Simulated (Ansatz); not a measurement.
# Ir(111) / 3 layers Zn(0001) / Ir(111): resistance against film thickness, part 2 of 2

How does the resistance across the layers grow with the film in Ir(111) / 3 layers Zn(0001) / Ir(111)?

Ansatz 0.2.0; Ansatz plane-wave DFT, LDA, PAW files; ballistic transport by layer matching (Landauer), zero bias.

So far. Step 5 (With 8 layers, film layers 8): The conductance of the junction is 6.5e14 S/m², 7.2 % under the 7.0e14 S/m² of the last finished run, no more than the error estimates, leads' steps apart, of 5.5 and 5.8 % together. The estimate from the leads' steps, 30 %, is larger still.

## (6) With 10 layers, film layers 10

The stack now holds 10 film layers; the k-mesh follows the cell, and the energies span -0.27 to 0.27 eV.

System of this step: Ir(111) / 10 layers Zn(0001) / Ir(111). The cell holds 18 atoms: 8 Ir and 10 Zn. Cell: a = 2.715 Å, b = 2.715 Å, c = 41.593 Å, α = 91.9°, β = 88.1°, γ = 120.0°. It derives from Ir and Zn. Regions: lead, 8 atoms (8 Ir); films, 10 atoms (10 Zn). The structure is stacked along c, and the current runs across the ab planes.

Contents of input.yaml:

```yaml
crystal:
  lattice:
    - [2.7148657757, 0.0, 0.0]
    - [-1.3574328878, 2.3511427296, 0.0]
    - [1.3574328878, -0.7837142432, 41.5631024358]
  atoms:
    - { symbol: Ir, position: [0.991111192, 0.008888808, 0.026666424] }
    - { symbol: Ir, position: [0.3066669093, 0.6933330907, 0.079999272] }
    - { symbol: Ir, position: [0.6222226267, 0.3777773733, 0.1333321199] }
    - { symbol: Ir, position: [0.937778344, 0.062221656, 0.1866649679] }
    - { symbol: Zn, position: [0.2526672491, 0.7473327509, 0.2419982527] }
    - { symbol: Zn, position: [0.5668893419, 0.4331106581, 0.2993319743] }
    - { symbol: Zn, position: [0.214444768, 0.785555232, 0.3566656959] }
    - { symbol: Zn, position: [0.5286668608, 0.4713331392, 0.4139994176] }
    - { symbol: Zn, position: [0.1762222869, 0.8237777131, 0.4713331392] }
    - { symbol: Zn, position: [0.4904443797, 0.5095556203, 0.5286668608] }
    - { symbol: Zn, position: [0.1379998059, 0.8620001941, 0.5860005824] }
    - { symbol: Zn, position: [0.4522218986, 0.5477781014, 0.6433343041] }
    - { symbol: Zn, position: [0.0997773248, 0.9002226752, 0.7006680257] }
    - { symbol: Zn, position: [0.4139994176, 0.5860005824, 0.7580017473] }
    - { symbol: Ir, position: [0.7288883226, 0.2711116774, 0.8133350321] }
    - { symbol: Ir, position: [0.04444404, 0.95555596, 0.8666678801] }
    - { symbol: Ir, position: [0.3599997573, 0.6400002427, 0.920000728] }
    - { symbol: Ir, position: [0.6755554747, 0.3244445253, 0.973333576] }
kpoints:
  mp_grid: { grid: [16, 16, 1] }
hamiltonian:
  xc: lda
scf:
  occupations: { method: fermi_dirac, width: 0.1 }
output:
  transmission:
    leads: [[0, 1]]
    kmesh: [30, 30]
    e_range: [-0.27, 0.27]
    de: 0.036
  write_potential: true
  write_density: true
  volumetric_format: npy
```

Command:

```
$ ansatz run input.yaml --threads 4 --pin off --max-ram 8192MiB --backend cpu --events-out ev --progress --plain --runs-dir out
```

The job ended after 4 min (4 threads of Arm Neoverse V1, shared host; peak memory 2.4 GiB).

This step gave:

```yaml
free_energy: -125769.1567 eV
energy_at_zero_smearing: -125768.9823 eV
fermi_energy: 16.96 eV
step_of_the_lead_s_potential: 16.2 meV
conductance_of_the_junction: 6.59e14 S/m²
junction_conductance_per_cell: 0.5427 G₀
estimated_errors_of_the_junction_s_conductance: 0.1, 0.2, 5.8, 13.1, 0.3 % (energy step, band edges, k-mesh, leads' steps, distance from neutral)
area_resistance_that_the_stack_adds_contact_term_taken_off_spin_by_spin: 1.002 fΩ m²
```

Per spin. Transmission, zone mean against energy, zero at the Fermi level:

```tsv
energy (eV)	transmission, zone mean
-0.270	0.458
-0.234	0.472
-0.198	0.480
-0.162	0.493
-0.126	0.527
-0.090	0.536
-0.054	0.536
-0.018	0.532
0.018	0.551
0.054	0.540
0.090	0.570
0.126	0.563
0.162	0.564
0.198	0.528
0.234	0.509
0.270	0.497
```

The conductance of the junction is 6.6e14 S/m², 1.1 % over the 6.5e14 S/m² of the last finished run, within the error estimates, leads' steps apart, of 5.8 and 5.8 %. The estimate from the leads' steps, 13 %, is larger still.

## (7) Cost and result by level

Times are for 4 threads of Arm Neoverse V1, shared host. The series side by side:

```tsv
no.	film layers	area resistance that the stack adds (contact term taken off, spin by spin) (fΩ m²)	conductance of the junction (S/m²)	time	memory (GiB)
1	3	0.7403	7.96e14	1.9 min	0.79
2	5	0.8079	7.56e14	73 s	1.0
3	6	0.9082	7.02e14	2.8 min	1.6
4	8	1.018	6.52e14	3.3 min	2.0
5	10	1.002	6.59e14	4 min	2.4
```

## (8) With 5 layers

The run is repeated with changed settings as a check of sensitivity.

This step: Ansatz plane-wave DFT, LDA, PAW files; ballistic transport by layer matching (Landauer), zero bias; changed: hamiltonian.hubbard = {"sites": [{"species": "Ir", "l": "d", "u_eff": 2.0}], "double_counting": "fll"} (Ansatz 0.2.0).

System of this step: Ir(111) / 5 layers Zn(0001) / Ir(111). The cell holds 13 atoms: 8 Ir and 5 Zn. Its edges and angles: a = 2.715 Å, b = 2.715 Å, c = 29.648 Å, α = 90.0°, β = 90.0°, γ = 120.0°. It derives from Ir and Zn. Regions: lead, 8 atoms (8 Ir); films, 5 atoms (5 Zn). The structure is stacked along c, and the current runs across the ab planes.

Contents of input.yaml:

```yaml
crystal:
  lattice:
    - [2.7148657757, 0.0, 0.0]
    - [-1.3574328878, 2.3511427296, 0.0]
    - [0.0, 0.0, 29.648265712]
  atoms:
    - { symbol: Ir, position: [0.0, 0.0, 0.0373829391] }
    - { symbol: Ir, position: [0.3333333333, 0.6666666667, 0.1121488173] }
    - { symbol: Ir, position: [0.6666666667, 0.3333333333, 0.1869146955] }
    - { symbol: Ir, position: [0.0, 0.0, 0.2616805738] }
    - { symbol: Zn, position: [0.3333333333, 0.6666666667, 0.3392508103] }
    - { symbol: Zn, position: [0.6666666667, 0.3333333333, 0.4196254051] }
    - { symbol: Zn, position: [0.3333333333, 0.6666666667, 0.5] }
    - { symbol: Zn, position: [0.6666666667, 0.3333333333, 0.5803745949] }
    - { symbol: Zn, position: [0.3333333333, 0.6666666667, 0.6607491897] }
    - { symbol: Ir, position: [0.6666666667, 0.3333333333, 0.7383194262] }
    - { symbol: Ir, position: [0.0, 0.0, 0.8130853045] }
    - { symbol: Ir, position: [0.3333333333, 0.6666666667, 0.8878511827] }
    - { symbol: Ir, position: [0.6666666667, 0.3333333333, 0.9626170609] }
kpoints:
  mp_grid: { grid: [16, 16, 1] }
hamiltonian:
  xc: lda
  hubbard: { sites: [{ species: Ir, l: d, u_eff: 2.0 }], double_counting: fll }
scf:
  occupations: { method: fermi_dirac, width: 0.1 }
output:
  transmission:
    leads: [[0, 1]]
    kmesh: [30, 30]
    e_range: [-0.27, 0.27]
    de: 0.036
  write_potential: true
  write_density: true
  volumetric_format: npy
```

It took 32 s on 4 threads; peak memory 1.1 GiB.

The run ended with an error after its SCF cycle had converged; no result of it is taken.

The program's message: “Error: transmission: the Hubbard projectors reach 11.9 Å along the current, further than the layers of crystal 0 that repeat its middle period. If it is a lead, lay that much of it and a period more o …”

## (9) What came out

```yaml
area_resistance_3_layers: 0.740 fΩ m²
area_resistance_5_layers: 0.808 fΩ m²
area_resistance_6_layers: 0.908 fΩ m²
area_resistance_8_layers: 1.02 fΩ m²
area_resistance_10_layers: 1.00 fΩ m²
```

In words: The stack adds 0.74 fΩ m² with 3 layers and 1.0 fΩ m² with 10. From 5 to 10 layers it grows by 24 %, though no single step exceeds the two runs' error estimates together; nothing scatters inside a perfect film, so this is no ohmic growth. With an hcp and an fcc partner, odd and even counts of layers end in unlike stacking at the second interface, which mixes with the effect of thickness. Atoms sit on ideal sites and aren't relaxed. Spin-orbit coupling is left out, which matters for Ir. The program's estimate of the error from the leads' steps alone runs to 30 %, although the steps are small; only longer leads would test it. Zn(0001) is stretched by 1.9 % in plane to fit Ir(111), at its own atomic volume.

[Logs are printed without paths, hosts, clocks, repeated set-up lines and the standing remarks that a program may print on its own settings, such as how far it seeks lower states.]

[Hosts, paths, dates, database ids (printed as entryN), source tags and the programs' standing remarks are cut or masked in the printed files.]
